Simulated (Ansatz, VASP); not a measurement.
## One calculation of Sc, two programs

```xyz
1
Lattice="-2.0093 2.0093 2.0093 2.0093 -2.0093 2.0093 2.0093 2.0093 -2.0093" Properties=species:S:1:pos:R:3 pbc="T T T"
Sc    0.0000    0.0000    0.0000
```

Alike in both runs: task single point; functional PBE; k mesh 14 × 14 × 14; occupations gaussian, width 0.1 eV; no spin polarisation.

|  | VASP | Ansatz |
| --- | --- | --- |
| version | VASP 6.6.1 | Ansatz 0.2.0 |
| potentials or method | VASP PAW PBE potentials, release 64 (Sc_sv) | scalar-relativistic, plane waves, PAW |
| plane-wave cutoff (eV) | 520 | 420 |
| valence electrons in the cell | 11 | 11 |

```tsv
	VASP	Ansatz	Ansatz less VASP
gap on the k mesh at the Fermi level (eV)	none	none	-
pressure (GPa)	-9.0	-9.0	+0.02
```

A gap of «none» marks a metal or a gap that the smearing closes.
